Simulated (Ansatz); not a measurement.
System: LiH (rock salt type), 2 atoms in the cell.

These are results of Ansatz, PBE, all-electron LAPW, point nucleus, not measurements.

k-mesh 8×8×8 Γ-centred; Fermi–Dirac smearing of 0.1 eV; no spin polarisation.

```xyz
2
Lattice="0.0000 2.0100 2.0100 2.0100 0.0000 2.0100 2.0100 2.0100 0.0000" Properties=species:S:1:pos:R:3 pbc="T T T"
Li    0.0000    0.0000    0.0000
H     2.0100    2.0100    2.0100
```

Task: What pressure does the calculation give?

Result: The pressure is -0.36 GPa, so at these settings the cell is stretched and would shrink.
